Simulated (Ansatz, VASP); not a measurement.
# Sn: VASP beside Ansatz

```
Sn
1.0
    -0.06491    3.21314    3.21314
     3.21314   -0.06491    3.21314
     3.21314    3.21314   -0.06491
Sn
2
Direct
  0.50000 0.50000 0.50000
  0.75000 0.75000 0.75000
```

Change from the starting cell: equal xy, yz and zx shear strains of -2 %.

Alike in both runs: task single point; functional LDA; k mesh 9 × 9 × 9; occupations fermi-dirac, width 0.03 eV; no spin polarisation.

|  | VASP | Ansatz |
| --- | --- | --- |
| version | VASP 6.6.1 | Ansatz 0.2.0 |
| potentials or method | VASP PAW LDA potentials, release 64 (Sn_d), cutoff 520 eV | all-electron LAPW, scalar-relativistic |

```csv
,VASP,Ansatz,Ansatz less VASP
pressure (GPa),-0.3,-0.3,0.00
largest component of the traceless stress (GPa),1.04,1.03,-0.008
rms of the force components (eV/Å),0.193,0.192,-0.0007
```

Atom by atom the forces differ by 0.001 eV/Å (rms over components). Ansatz ran all-electron here, so the differences hold the error of VASP's frozen core and of both bases.
